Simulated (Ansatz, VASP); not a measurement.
# Ir: VASP beside Ansatz

INCAR

```
SYSTEM = Ir
PREC = Accurate ; ENCUT = 520
EDIFF = 1E-7 ; ISMEAR = -1
SIGMA = 0.05 ; LREAL = .FALSE.
LASPH = .TRUE. ; NELM = 80
ALGO = Normal ; ISIF = 2
LWAVE = .FALSE. ; LCHARG = .FALSE.
GGA = PE ; NBANDS = 16
```

KPOINTS

```
regular mesh
0
G
  11 11 6
  0 0 0
```

File POSCAR:

```
Ir
1.0
    2.7513778946      0.0000000000      0.0000000000
   -1.3756889473      2.3827631521      0.0000000000
    0.0000000000      0.0000000000      4.4622900000
Ir
2
Direct
    0.3444510000      0.6613210000      0.2571310000
    0.6490330000      0.3450400000      0.7464990000
```

input.yaml

```yaml
crystal:
  lattice:
    - [2.7513778946, 0.0, 0.0]
    - [-1.3756889473, 2.3827631521, 0.0]
    - [0.0, 0.0, 4.46229]
  atoms:
    - { symbol: Ir, position: [0.344451, 0.661321, 0.257131] }
    - { symbol: Ir, position: [0.649033, 0.34504, 0.746499] }
hamiltonian:
  xc: pbe
  pseudopotentials: { kind: paw }
kpoints:
  mp_grid: { grid: [11, 11, 6] }
scf:
  occupations: { method: fermi_dirac, width: 0.05 }
output:
  forces: true
  stress: true
  eigenvalues: true
```

Change from the starting cell: atoms moved at random, drawn with an rms of 0.05 Å.

Alike in both runs: task single point; functional PBE; k mesh 11 × 11 × 6; occupations fermi-dirac, width 0.05 eV; no spin polarisation.

```csv
,VASP,Ansatz
version,VASP 6.6.1,Ansatz 0.2.0
potentials or method,"VASP PAW PBE potentials, release 64 (Ir)",Ansatz PAW
plane-wave cutoff (eV),520,420
valence electrons in the cell,18,34
```

Ansatz gave:

| Quantity | Value |
| --- | --- |
| gap on the k mesh at the Fermi level (eV) | none |
| pressure (GPa) | -0.4 |
| largest component of the traceless stress (GPa) | 1.16 |
| rms of the force components (eV/Å) | 0.454 |

Question: What did VASP give for the same quantities?

Answer: gap on the k mesh at the Fermi level (eV): none; pressure (GPa): 0.1; largest component of the traceless stress (GPa): 1.16; rms of the force components (eV/Å): 0.456.

Atom by atom the forces differ by 0.004 eV/Å (rms over components). A gap of «none» marks a metal or a gap that the smearing closes. With one functional, cell and mesh, what is left measures potentials, basis and numerics. The two sets of potentials don't hold the same shells in valence.

The runs have no spin-orbit coupling, so splittings on Ir are missing.
